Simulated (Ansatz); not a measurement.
# HfO2, the end x = 0 of the tetragonal HfO2-TiO2 line (96 atoms): geometry optimisation, part 2 of 2

Aim: bring HfO2, the end x = 0 of the tetragonal HfO2-TiO2 line (96 atoms) to a nearby minimum of the energy and see what moves.

Ansatz 0.2.0; Kohn-Sham DFT, PBE, PAW (set soft_2), plane waves.

The cell: 32 Hf and 64 O. The host structure and its lattice constant were typed by rule, without a check against the phase diagram. No spin–orbit coupling is included.

So far. Step 3 (Cell and atoms relaxed): The relaxation changed the energy by -10.2 meV/atom, and atoms moved by 0.045 Å r.m.s., 0.086 Å at most. Step 6 (K-mesh 3×3×2): Forces differ from those of the single point at the relaxed geometry by 0.025 meV/Å r.m.s.

## 7. Coarser k-mesh (Γ alone)

 Besides, the k-mesh goes from 2×2×2 to 1×1×1.

input.yaml reads:

```yaml
crystal:
  lattice:
    - [10.19486, 6.0e-05, 0.00452]
    - [6.0e-05, 10.19488, 0.0013]
    - [0.00466, 0.00134, 10.5289]
  atoms:
    [... the 96 atom lines of step 5 ...]
kpoints:
  mp_grid: { grid: [1, 1, 1] }
hamiltonian:
  xc: pbe
scf:
  occupations: { method: fermi_dirac, width: 0.025 }
output:
  forces: true
  stress: true
  populations: true
  dos:
    method: { smearing: { sigma: 0.08 } }
    de: 0.05
    projected: { site_lists: { Hf: [Hf], O: [O] } }
  eigenvalues: true
```

The run is started by

```sh
ansatz run input.yaml --threads 11 --pin off --max-ram 102400MiB --backend cuda --events-out ev --progress --plain --runs-dir out
```

Run time: 2.5 s. Hardware: 1 × NVIDIA H100 80GB HBM3 with 11 threads of AMD EPYC 7R13 (Zen 3), shared host; peak memory 1.2 GiB.

That memory is the host's; the program planned up to 4.6 GiB on the GPU.

Geometry and reference: those of the single point at the relaxed geometry.

Forces differ from those of the single point at the relaxed geometry by 24 meV/Å r.m.s.; the energy by +7.3 meV/atom, the pressure by +0.13 GPa and the gap by -0.0094 eV.

## 8. Functional HSE06

HSE06 mixes in a quarter of exact exchange at short range, which counters self-interaction, at a higher cost.

This step: Kohn-Sham DFT, HSE06, PAW (set soft_2), plane waves (Ansatz 0.2.0).

Edit input.yaml of step 7 so:

```diff
@@ -10,3 +10,3 @@
 hamiltonian:
-  xc: pbe
+  xc: hse06
 scf:
```

Elapsed: 37 s, on 1 × NVIDIA H100 80GB HBM3 with 11 threads; peak memory 5.3 GiB; 4.3 min of CPU time.

That memory is the host's; the program planned up to 5.8 GiB on the GPU.

The program notes that the exchange threshold is loose for the stress and the SCF threshold is loose for the stress.

Geometry and reference: those of the coarser k-mesh.

Forces differ from the reference by 17 meV/Å r.m.s.; the pressure by -5.9 GPa and the gap by +1.6 eV.

The run gave:

```
free energy                                      : -539573.4115 eV
free energy per atom                             : -5620.5564 eV/atom
SCF cycles                                       : 23
pressure                                         : -5.788 GPa
r.m.s. force component                           : 0.04109 eV/Å
longest force                                    : 0.08865 eV/Å
Fermi energy                                     : 16.46 eV
gap (highest filled to lowest empty level) : 6.306 eV
spilling of the projection                       : 0.002832
```

Length of the force by element:

| element | coordination | atoms | mean length of the force (eV/Å) | spread | least | most |
| --- | --- | --- | --- | --- | --- | --- |
| Hf | all | 32 | 0.0015 | 5.0e-4 | 5.0e-4 | 0.0027 |
| O | all | 64 | 0.0872 | 7.0e-4 | 0.0849 | 0.0887 |

Löwdin charges by element (they lack the spilled electrons, 0.036 e an atom on average):

```
element  coordination  atoms  mean charge (e)  spread   least    most
     Hf           all     32             1.60  1.0e-4    1.60    1.60
      O           all     64           -0.746  1.0e-4  -0.746  -0.746
```

Density of states as counts of states in windows of 1 eV (from the Fermi level), total and the larger projections:

```csv
from (eV),to (eV),total,O p,Hf d
-10,-9,2.6,1.7,0.6
-9,-8,13.3,9.6,2.4
-8,-7,86.7,63.4,20.0
-7,-6,59.9,46.4,8.9
-6,-5,85.4,73.2,8.5
-5,-4,62.4,54.5,5.7
-4,-3,73.7,68.5,3.6
-3,3,0.0,0.0,0.0
3,4,37.6,1.8,33.9
4,5,92.3,11.3,75.7
```

Between -26 and -10 eV lie 576 more states.

The stored curve holds about 960 of the 1216 electrons; the rest, give or take the few that broadening carries across the Fermi level, lie in deeper levels below its range.

The levels nearest the highest filled one (over half full), pooled over k-points and spins:

```csv
level less the highest filled one (eV),occupation
-0.0743,2
-0.0743,2
-0.0713,2
-0.0712,2
-2.0e-4,2
0,2
6.31,0
6.36,0
6.71,0
6.71,0
6.71,0
6.71,0
```

## 9. Functional r2SCAN (500 eV)

The meta-GGA r2SCAN uses the kinetic energy density as well as the density and its gradient. Besides, the cutoff goes from 420 to 500 eV.

This step: Kohn-Sham DFT, r2SCAN, PAW (set soft_2), plane waves (Ansatz 0.2.0).

Edit input.yaml of step 8 so:

```diff
@@ -8,5 +8,5 @@
 kpoints:
-  mp_grid: { grid: [1, 1, 1] }
+  mp_grid: { grid: [2, 2, 2] }
 hamiltonian:
-  xc: hse06
+  xc: r2scan
 scf:
```

The job ended after 10 s (1 × NVIDIA H100 80GB HBM3 with 11 threads; peak memory 4.4 GiB).

That memory is the host's; the program planned up to 40.1 GiB on the GPU.

Geometry and reference: those of the single point at the relaxed geometry.

Forces differ from those of the single point at the relaxed geometry by 38 meV/Å r.m.s.; the pressure by -5.8 GPa and the gap by +0.53 eV. It took 10 s and 9 cycles; the reference's time can't be set against it, since the two runs asked for unlike analyses.

## 10. Functional PBEsol

PBEsol restores the gradient expansion of exchange for slowly varying densities and usually gives shorter bonds in solids than PBE.

This step: Kohn-Sham DFT, PBEsol, PAW (set soft_2), plane waves (Ansatz 0.2.0).

Edit input.yaml of step 9 so:

```diff
@@ -10,3 +10,3 @@
 hamiltonian:
-  xc: r2scan
+  xc: pbesol
 scf:
```

It took 7.1 s on 1 × NVIDIA H100 80GB HBM3 with 11 threads; peak memory 3.7 GiB.

That memory is the host's; the program planned up to 37.7 GiB on the GPU.

Geometry and reference: those of the single point at the relaxed geometry.

Forces differ from those of the single point at the relaxed geometry by 23 meV/Å r.m.s.; the pressure by -7.5 GPa and the gap by -0.12 eV.

## 11. The ladder side by side

Each row is set against the single point at the relaxed geometry (Kohn-Sham DFT, PBE, PAW (set soft_2), plane waves; r.m.s. force component 7.2e-4 eV/Å). Energies are set beside the reference only for runs with its functional, potentials and electron count. Times are for 1 × NVIDIA H100 80GB HBM3 with 11 threads of AMD EPYC 7R13 (Zen 3), shared host. The reference's time includes grids, which some other runs skip.

```
                       run  Δ force, r.m.s. (meV/Å)  Δ energy (meV/atom)  Δ pressure (GPa)  Δ gap (eV)  cycles   time  host memory (GiB)  planned on the GPU (GiB)
                 reference                        -                    -                 -           -       8  6.3 s                3.6                        38
              k-mesh 3×3×2                    0.025              -0.0272           -2.0e-4      1.0e-4       8  8.3 s                4.4                        56
  coarser k-mesh (Γ alone)                     24.2                 7.27             0.131     -0.0094       8  2.5 s                1.2                       4.6
functional r2SCAN (500 eV)                     38.0                    -             -5.82       0.535       9   10 s                4.4                        40
         functional PBEsol                     23.5                    -             -7.49      -0.120      10  7.1 s                3.7                        38
```

## 12. Summary of results

| Quantity | Value |
| --- | --- |
| energy change in the relaxation | -10.2 meV/atom |
| r.m.s. displacement | 0.045 Å |
| largest displacement | 0.086 Å |
| free energy per atom | -5620.5066 eV/atom |
| density | 10.22 g/cm³ |
| pressure | 0.001741 GPa |
| r.m.s. force component | 0.00072 eV/Å |
| gap (highest filled to lowest empty level) | 4.671 eV |
| wall time of the 8 DFT runs | 91 s |

In words: Relaxation lowers the energy by 10.2 meV/atom and moves atoms by 0.045 Å r.m.s.; the r.m.s. force component goes from 0.37 to 7.2e-4 eV/Å. Displacements are taken in the final cell, so they leave out its strain. By the final cutoffs no bond was broken or made. The cell grew by 1.5 % in volume. First to last step the energy falls by 0.979 eV, across changes of basis; the largest move, 0.09 Å, is that of O23, with 1 other atom within 2 % of it. The O-Hf bonds go from 2.231 Å (spread 0.154) to 2.245 Å (spread 0.175). Counting bonds as in the table, all Hf atoms have 8 and all O atoms have 4 bonded neighbours. Between filled and empty levels lie 4.67 eV (on the run's k-points); a semilocal functional tends to put such gaps too low.

Among the changes of functional, dispersion, potentials or spin set against this reference, functional r2SCAN (500 eV) moves the forces most, by 38 meV/Å r.m.s.

[Logs are printed without paths, hosts, clocks, repeated set-up lines and the standing remarks that a program may print on its own settings, such as how far it seeks lower states.]

[Hosts, paths, dates, database ids (printed as entryN), source tags and the programs' standing remarks are cut or masked in the printed files.]
